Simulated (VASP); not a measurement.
Write the native input for VASP 6.6.1 that does the following.

- Task: relaxation of cell and atoms
- Functional: PBEsol
- Potentials or basis: VASP PAW PBE potentials, release 64 (Te, Cd)
- Cutoff: 600 eV
- k mesh: 7 × 7 × 7
- Occupations: fermi-dirac, width 0.05 eV
- Spin: no spin polarisation
- Dipole correction: no
- Further INCAR settings: ALGO = Normal; EDIFF = 1e-06; IBRION = 2; EDIFFG = -0.01; NSW = 60; ISIF = 3

The structure of CdTe lies in POSCAR:

```
CdTe
1.0
    0.0000000000      3.2050000000      3.2050000000
    3.2050000000      0.0000000000      3.2050000000
    3.2050000000      3.2050000000      0.0000000000
Te Cd
1 1
Direct
    0.7500000000      0.7500000000      0.7500000000
    0.0000000000      0.0000000000      0.0000000000
```

These files were run (other wordings do the same):

INCAR

```
  PREC = Accurate
  ENCUT = 600
  EDIFF = 1E-6
  ISMEAR = -1
  SIGMA = 0.05
  LREAL = False
  LASPH = True
  NELM = 60
  ALGO = Normal
  ISIF = 3
  LWAVE = False
  LCHARG = False
  GGA = PS
  IBRION = 2
  NSW = 60
  EDIFFG = -0.01
```

KPOINTS

```
regular mesh
0
Gamma
  7 7 7
```

Potentials or basis: VASP PAW PBE potentials, release 64 (Te, Cd).

Run with:

```console
$ cat potpaw_PBE.64/Te/POTCAR potpaw_PBE.64/Cd/POTCAR > POTCAR
$ mpirun -np 1 vasp_std > vasp.out
```

Results of the run:

```json
{
  "Relaxed volume": "34.26 Å³/atom",
  "Relaxed cell": "a = 4.593 Å, b = 4.593 Å, c = 4.593 Å, α = 60.00°, β = 60.00°, γ = 60.00°",
  "Space group after relaxing (to 0.05 Å)": "F-43m (No. 216)",
  "Energy gained by relaxing": "7.3 meV/atom",
  "Ionic steps": "3",
  "Pressure after relaxing": "0.0 GPa",
  "Band gap on the k mesh": "0.64 eV, direct"
}
```

Caveat: the PAW data sets were made with another functional, which shifts forces and pressure a little; spin-orbit coupling is left out, which moves the levels of the heavy elements.

Run time: 22 s on 1 thread of AMD EPYC 9R45 96-Core Processor (Zen 5), with other jobs on the host, peak memory 0.19 GiB.
